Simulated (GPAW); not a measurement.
Crystal: BaTiO3.

```
Ba Ti O
1.0
     3.99980    0.00000    0.00000
     0.00000    3.99980    0.00000
     0.00000    0.00000    4.01800
Ba Ti O
1 1 3
Direct
  0.00000 0.00000 0.00000
  0.50000 0.50000 0.49000
  0.00000 0.50000 0.51700
  0.50000 0.00000 0.51700
  0.50000 0.50000 0.01900
```

```yaml
Program: GPAW 26.7.0
Task: relaxation of cell and atoms
Functional: BLYP
Potentials_or_basis: PAW data sets generated in the run's folder for this functional
Cutoff: 800 eV
Basis: pw
k_mesh: 4 × 4 × 4
Occupations: fermi-dirac, width 0.05 eV
Spin: no spin polarisation
```

At the start: pressure 9.2 GPa; volume 12.86 Å³/atom.

**Question.** How do energy, volume and symmetry change on relaxing?

**Answer.** Over 19 steps the energy falls by 41.7 meV/atom and the volume is 14.34 Å³/atom (+11.5 %); space group P4mm (No. 99, to 0.05 Å).

Step by step:
```csv
step,energy change (eV),largest force (eV/Å),pressure (GPa),volume (Å³)
1,0.0000,0.2818,9.17,64.28
2,-0.0243,0.2738,8.08,64.69
3,-0.1327,0.2842,0.37,68.18
4,-0.1385,0.2401,-0.45,68.73
5,-0.1440,0.1387,-0.89,69.22
6,-0.1490,0.1477,-0.73,69.42
7,-0.1548,0.2965,-0.10,69.35
8,-0.1635,0.4167,0.94,69.05
9,-0.1721,0.3403,1.50,68.91
10,-0.1820,0.1826,1.29,69.25
11,-0.1929,0.1446,0.42,70.13
12,-0.1994,0.1403,-0.31,71.06
13,-0.2030,0.1277,-0.60,71.71
14,-0.2059,0.1124,-0.57,72.17
15,-0.2075,0.0943,-0.30,72.33
16,-0.2081,0.0734,-0.05,72.20
17,-0.2084,0.0398,0.17,71.92
18,-0.2083,0.0191,0.16,71.73
19,-0.2083,0.0083,0.06,71.71
```

Final structure:
```
Ba Ti O
1.0
     3.98951    0.00000    0.00000
     0.00000    3.98951    0.00000
     0.00000    0.00000    4.50518
Ba Ti O
1 1 3
Direct
  0.00000 0.00000 0.96842
  0.50000 0.50000 0.45983
  0.00000 0.50000 0.52649
  0.50000 0.00000 0.52649
  0.50000 0.50000 0.06202
```

Caveat: the k mesh is coarse; later steps reuse the first step's grids; the volume moved by +12 % from the deposited cell, more than functionals usually miss.
